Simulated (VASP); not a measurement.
# Si16Ge (a cell with a defect) in VASP: notebook

One crystal, Si16Ge (a cell with a defect), is run at these levels: PBE+D3(BJ); tasks: single point.

Everything below comes from runs of VASP 6.6.1. Logs are shortened: lines on timing, memory, paths and dates and some standing lists are left out, and cuts for length are marked.

### Step 1. Starting point

The cell holds a defect, 17 atoms: a = 7.679 Å, b = 7.679 Å, c = 7.679 Å, α = 60.00°, β = 60.00°, γ = 60.00°.

The cell was built by a generator and needn't be a form met in nature.

### Step 2. Single point, PBE+D3(BJ)

Contents of INCAR:

```
PREC = Accurate ; ENCUT = 520
EDIFF = 1E-6 ; ISMEAR = 0
SIGMA = 0.05 ; LREAL = Auto
LASPH = True ; NELM = 100
ALGO = Fast ; ISIF = 2
LWAVE = False ; LCHARG = False
GGA = PE ; IVDW = 12
NBANDS = 53
```

Contents of KPOINTS:

```
regular mesh
0
Gamma
  2 2 2
```

Contents of POSCAR:

```
Si16Ge
1.0
    0.0000000000      5.4300000000      5.4300000000
    5.4300000000      0.0000000000      5.4300000000
    5.4300000000      5.4300000000      0.0000000000
Si Ge
16 1
Direct
    0.0000610497     -0.0112781768      0.0000048803
    0.1380047882      0.0863027624      0.1379208103
   -0.0001020258     -0.0109856354      0.5113454880
    0.1111266114      0.1307849908      0.6291914365
    0.0132501842      0.4602002762      0.0132658379
    0.1175034991      0.6179797422      0.1171458564
   -0.0309848987      0.5098552486      0.5107036832
    0.1174424494      0.6182371087      0.6473776243
    0.5114498158     -0.0108273481     -0.0002630755
    0.6292608656      0.1312389503      0.1107673112
    0.4838941989      0.0491551565      0.4836002762
    0.6290825046      0.1315983425      0.6288464088
    0.5108155617      0.5102706262     -0.0309934622
    0.6474039595      0.6183393186      0.1172019337
    0.5105364641      0.5105988950      0.5099248619
    0.6068789134      0.6798006446      0.6067229282
    0.3495757827      0.4503632597      0.3499934622
```

Potentials or basis: VASP PAW PBE potentials, release 64 (Si, Ge_d).

The run is started by

```
cat potpaw_PBE.64/Si/POTCAR potpaw_PBE.64/Ge_d/POTCAR > POTCAR
mpirun -np 1 vasp_std > vasp.out
```

OUTCAR:

```text
PREC = Accurate
   ENCUT = 520
   EDIFF = 1E-6
   ISMEAR = 0
   LREAL = Auto
   LASPH = True
   NELM = 100
   ISIF = 2
   GGA = PE
   IVDW = 12
 IVDW          = 12

 ion  position               nearest neighbor table
   1  0.000  0.989  0.000-   6 2.33   4 2.33  10 2.33   2 2.35
   2  0.138  0.086  0.138-   5 2.34   1 2.35   3 2.35   9 2.35
   3  1.000  0.989  0.511-   8 2.33   4 2.33  12 2.33   2 2.35
   4  0.111  0.131  0.629-   1 2.33   3 2.33  11 2.35   7 2.38
   5  0.013  0.460  0.013-  14 2.31   6 2.31   8 2.31   2 2.34
   6  0.118  0.618  0.117-   5 2.31   1 2.33  13 2.47   7 2.47  17 2.57
   7  0.969  0.510  0.511-  16 2.29   4 2.38  17 2.43   8 2.47   6 2.47
   8  0.117  0.618  0.647-   5 2.31   3 2.33  15 2.47   7 2.47  17 2.57
   9  0.511  0.989  1.000-  14 2.33  10 2.33  12 2.33   2 2.35
  10  0.629  0.131  0.111-   1 2.33   9 2.33  11 2.35  13 2.38
  11  0.484  0.049  0.484-  16 2.32   4 2.35  10 2.35  12 2.35  17 2.52
  12  0.629  0.132  0.629-   3 2.33   9 2.33  11 2.35  15 2.38
  13  0.511  0.510  0.969-  16 2.29  10 2.38  17 2.43  14 2.47   6 2.47
  14  0.647  0.618  0.117-   5 2.31   9 2.33  15 2.47  13 2.47  17 2.58
  15  0.511  0.511  0.510-  16 2.29  12 2.38  17 2.43  14 2.47   8 2.47
  16  0.607  0.680  0.607-   7 2.29  13 2.29  15 2.29  11 2.32
  17  0.350  0.450  0.350-   7 2.43  13 2.43  15 2.43  11 2.52   6 2.57   8 2.57  14 2.58

  LATTYP: Found a face centered cubic cell.
 ALAT       =    10.8600000000

  Lattice vectors:

 A1 = (   0.0000000000,   5.4300000000,   5.4300000000)
 A2 = (   5.4300000000,   0.0000000000,   5.4300000000)
 A3 = (   5.4300000000,   5.4300000000,   0.0000000000)

Analysis of symmetry for initial positions (statically):
=====================================================================
 Subroutine PRICEL returns:
 Original cell was already a primitive cell.

 Routine SETGRP: Setting up the symmetry group for a
 face centered cubic supercell.

 Subroutine GETGRP returns: Found  1 space group operations
 (whereof  1 operations were pure point group operations)
 out of a pool of 48 trial point group operations.

The static configuration has the point symmetry C_1 .

Analysis of symmetry for dynamics (positions and initial velocities):
=====================================================================
 Subroutine PRICEL returns:
 Original cell was already a primitive cell.

 Routine SETGRP: Setting up the symmetry group for a
 face centered cubic supercell.

 Subroutine GETGRP returns: Found  1 space group operations
 (whereof  1 operations were pure point group operations)
 out of a pool of 48 trial point group operations.

The dynamic configuration has the point symmetry C_1 .

 Subroutine INISYM returns: Found  1 space group operations
 (whereof  1 operations are pure point group operations),
 and found     1 'primitive' translations

----------------------------------------------------------------------------------------

                                     Primitive cell

  volume of cell :     320.2060

  direct lattice vectors                    reciprocal lattice vectors
     0.000000000  5.430000000  5.430000000    -0.092081031  0.092081031  0.092081031
     5.430000000  0.000000000  5.430000000     0.092081031 -0.092081031  0.092081031
     5.430000000  5.430000000  0.000000000     0.092081031  0.092081031 -0.092081031

  length of vectors
     7.679179644  7.679179644  7.679179644     0.159489025  0.159489025  0.159489025

  position of ions in fractional coordinates (direct lattice)
     0.000061050  0.988721823  0.000004880
     0.138004788  0.086302762  0.137920810
     0.999897974  0.989014365  0.511345488
     0.111126611  0.130784991  0.629191437
     0.013250184  0.460200276  0.013265838
     0.117503499  0.617979742  0.117145856
[... 9 lines left out ...]
     0.606878913  0.679800645  0.606722928
     0.349575783  0.450363260  0.349993462

  ion indices of the primitive-cell ions
   primitive index   ion index
                 1           1
                 2           2
                 3           3
                 4           4
                 5           5
                 6           6
[... 9 lines left out ...]
                16          16
                17          17

----------------------------------------------------------------------------------------

 KPOINTS: regular mesh

Automatic generation of k-mesh.
 Grid dimensions read from file:
 generate k-points for:    2    2    2

 Generating k-lattice:

  Cartesian coordinates                     Fractional coordinates (reciprocal lattice)
    -0.046040516  0.046040516  0.046040516     0.500000000  0.000000000  0.000000000
     0.046040516 -0.046040516  0.046040516     0.000000000  0.500000000  0.000000000
     0.046040516  0.046040516 -0.046040516     0.000000000  0.000000000  0.500000000

  Length of vectors
     0.079744512  0.079744512  0.079744512

  Shift w.r.t. Gamma in fractional coordinates (k-lattice)
     0.000000000  0.000000000  0.000000000

 Subroutine IBZKPT returns following result:
 ===========================================

 Found      8 irreducible k-points:

 Following reciprocal coordinates:
            Coordinates               Weight
  0.000000  0.000000  0.000000      1.000000
  0.500000  0.000000  0.000000      1.000000
  0.000000  0.500000  0.000000      1.000000
  0.000000  0.000000  0.500000      1.000000
  0.500000  0.500000  0.500000      1.000000
  0.500000  0.500000  0.000000      1.000000
  0.000000  0.500000  0.500000      1.000000
  0.500000  0.000000  0.500000      1.000000
   k-points           NKPTS =      8   k-points in BZ     NKDIM =      8   number of bands    NBANDS=     53
   number of dos      NEDOS =    301   number of ions     NIONS =     17
   total plane-waves  NPLWV = 216000
   dimension x,y,z NGX =    60 NGY =   60 NGZ =   60
   dimension x,y,z NGXF=   120 NGYF=  120 NGZF=  120
   ions per type =              16   1
   NGX,Y,Z   is equivalent  to a cutoff of  12.99, 12.99, 12.99 a.u.
   NGXF,Y,Z  is equivalent  to a cutoff of  25.98, 25.98, 25.98 a.u.
 SYSTEM =  unknown system
   PREC   = accura    normal or accurate (medium, high low for compatibility)
   ISTART =      0    job   : 0-new  1-cont  2-samecut
   ICHARG =      2    charge: 1-file 2-atom 10-const
   ISPIN  =      1    spin polarized calculation?
   LNONCOLLINEAR =      F non collinear calculations
   LSORBIT =      F    spin-orbit coupling
   LASPH  =      T    aspherical Exc in radial PAW
   ENCUT  =  520.0 eV  38.22 Ry    6.18 a.u.  14.28 14.28 14.28*2*pi/ulx,y,z
   NELM   =    100;   NELMIN=  2; NELMDL= -5     # of ELM steps
   EDIFF  = 0.1E-05   stopping-criterion for ELM
   LREAL  =      T    real-space projection
   EDIFFG = 0.1E-04   stopping-criterion for IOM
   NSW    =      0    number of steps for IOM
   IBRION =     -1    ionic relax: 0-MD 1-quasi-New 2-CG
   NFREE  =      0    steps in history (QN), initial steepest desc. (CG)
   ISIF   =      2    stress and relaxation
   ISYM   =      2    0-nonsym 1-usesym 2-fastsym
   POTIM  = 0.5000    time-step for ionic-motion
   TEBEG  =    0.0;   TEEND  =   0.0 temperature during run
   PSTRESS=    0.0 pullay stress
   NELECT =      78.0000    total number of electrons
   NUPDOWN=      -1.0000    fix difference up-down
   EMIN   =  10.00;   EMAX   =-10.00  energy-range for DOS
   EFERMI =   0.00;   METHOD = LEGACY
   ISMEAR =     0;   SIGMA  =   0.05  broadening in eV -4-tet -1-fermi 0-gaus
   EFERMI_NEDOS =   21; number of points for ismear=-14 and -15
   IALGO  =     68    algorithm
   IMIX   =      4    mixing-type and parameters
     AMIX     =   0.40;   BMIX     =  1.00
     AMIX_MAG =   1.60;   BMIX_MAG =  1.00
  volume/ion in A,a.u.               =      18.84       127.11
  Fermi-wavevector in a.u.,A,eV,Ry     =   1.022421  1.932096 14.222785  1.045345
  Thomas-Fermi vector in A             =   2.156100
   LORBIT       =      0    0 simple, 1 ext, 2 COOP (PROOUT), +10 PAW based schemes
   GGA     = PE    functional components
   LHFCALC =     F    Hartree Fock is set to
   AEXX    =    0.0000 exact exchange contribution
   IVDW    =    12    specifies the selected vdW correction
   LEPSILON=     F    determine dielectric tensor
   LRPA    =     F    only Hartree local field effects (RPA)
 non-spin polarized calculation
 RMM-DIIS sequential band-by-band and
 Gauss-broadening in eV      SIGMA  =   0.05
  energy-cutoff  :      520.00
  volume of cell :      320.21
 maximum number of plane-waves:      8646
 NGX is ok and might be reduce to    60
   NGX = 29   NGY = 29   NGZ = 29

 number of electron      77.9999996 magnetization

 Free energy of the ion-electron system (eV)
  ---------------------------------------------------
  ext. energy  EPLUGINS =         0.00000000
  ---------------------------------------------------
  free energy    TOTEN  =       -86.45261834 eV

  energy without entropy =      -86.44208309  energy(sigma->0) =      -86.44735071

 E-fermi :   6.9168     XC(G=0):  -9.7632

 val. band max:        6.7595111015   @ k =   0.0000   0.0000   0.5000
 cond. band min:       6.9329956713   @ k =   0.5000   0.5000   0.0000
 fundamental gap:      0.1734845699
 Fermi energy:         6.9168360186

 k-point     1 :       0.0000    0.0000    0.0000
  band No.  band energies     occupation
      1     -18.1919      2.00000
      2     -18.1919      2.00000
      3     -18.1916      2.00000
      4     -18.1723      2.00000
      5     -18.1718      2.00000
      6      -6.4512      2.00000
[... 43 lines left out ...]
     50       8.2909      0.00000
     51       8.8876      0.00000

 k-point     2 :       0.5000    0.0000    0.0000
  band No.  band energies     occupation
      1     -18.1919      2.00000
      2     -18.1919      2.00000
      3     -18.1916      2.00000
      4     -18.1723      2.00000
      5     -18.1719      2.00000
      6      -6.0837      2.00000
[... 316 lines left out ...]
 k-point     8 :       0.5000    0.0000    0.5000
  band No.  band energies     occupation
      1     -18.1919      2.00000
      2     -18.1919      2.00000
      3     -18.1916      2.00000
      4     -18.1723      2.00000
      5     -18.1718      2.00000
      6      -5.9802      2.00000
[... 43 lines left out ...]
     50      10.3363      0.00000
     51      10.4809      0.00000
 [bands above 51 left out]

------------------------ aborting loop because EDIFF is reached ----------------------------------------

 Edisp (eV)   -5.66686

 E8    (eV) :    -2.3553

  FORCE on cell =-STRESS in cart. coord.  units (eV):
  Direction    XX          YY          ZZ          XY          YZ          ZX
  --------------------------------------------------------------------------------------
  -------------------------------------------------------------------------------------
  Total       6.25783     6.28403     6.22015     1.22955     1.26126    -1.27091
  in kB      31.31155    31.44267    31.12306     6.15216     6.31081    -6.35909
  external pressure =       31.29 kB  Pullay stress =        0.00 kB

 VOLUME and BASIS-vectors are now :
 -----------------------------------------------------------------------------
  energy-cutoff  :      520.00
  volume of cell :      320.21
      direct lattice vectors                 reciprocal lattice vectors
     0.000000000  5.430000000  5.430000000    -0.092081031  0.092081031  0.092081031
     5.430000000  0.000000000  5.430000000     0.092081031 -0.092081031  0.092081031
     5.430000000  5.430000000  0.000000000     0.092081031  0.092081031 -0.092081031

 POSITION                                       TOTAL-FORCE (eV/Angst)
 -----------------------------------------------------------------------------------
      5.36879      0.00036      5.36909         0.024995     -0.032067      0.025647
      1.21753      1.49828      1.21799         0.066574     -0.067001      0.067673
      8.14695      8.20605     10.79979         0.029700     -0.023886      0.025191
      4.12667      4.01993      1.31358        -0.000167      0.000662      0.039394
      2.57092      0.14398      2.57084         0.060635     -0.061217      0.062199
      3.99173      1.27415      3.99367         0.029512     -0.032048      0.024178
[... 9 lines left out ...]
      6.98582      6.58986      6.98667        -0.065520      0.065406     -0.069765
      4.34594      3.79866      4.34367        -0.263055      0.264397     -0.258028
 -----------------------------------------------------------------------------------
    total drift:                                0.001467     -0.000479      0.001141

  FREE ENERGIE OF THE ION-ELECTRON SYSTEM (eV)
  ---------------------------------------------------
  free  energy   TOTEN  =       -92.1194819432 eV

  energy  without entropy=      -92.1089466958  energy(sigma->0) =      -92.11421432
```

It took 5.4 min on 1 thread of Intel Xeon Platinum 8559C (Emerald Rapids), shared host; peak memory 0.5 GiB.

Results:

```
Free energy                : -92.1195 eV
Pressure                   : 3.1 GPa
Largest force              : 0.454 eV/Å
Band gap on the k mesh     : none (metal or under the smearing width)
Dispersion energy per atom : -0.333 eV
```

Forces in eV/Å, atoms in the order of the input:
```
Si   0.025 -0.032  0.026
Si   0.067 -0.067  0.068
Si   0.030 -0.024  0.025
Si   0.000  0.001  0.039
Si   0.061 -0.061  0.062
Si   0.030 -0.032  0.024
Si  -0.009  0.011  0.131
Si   0.031 -0.030  0.021
Si   0.026 -0.025  0.033
Si   0.039  0.004 -0.003
Si  -0.110  0.108 -0.112
Si  -0.006 -0.038 -0.006
Si   0.127  0.007 -0.009
Si   0.024 -0.027  0.035
Si  -0.004 -0.125 -0.008
Si  -0.066  0.065 -0.070
Ge  -0.263  0.264 -0.258
```

Stress tensor (GPa, compression positive):
```
 3.13  0.62 -0.64
 0.62  3.14  0.63
-0.64  0.63  3.11
```

Caveat: the k mesh is coarse (spacing up to 0.50 Å⁻¹), so the values aren't converged.

(Continued in part 2 of 2.)
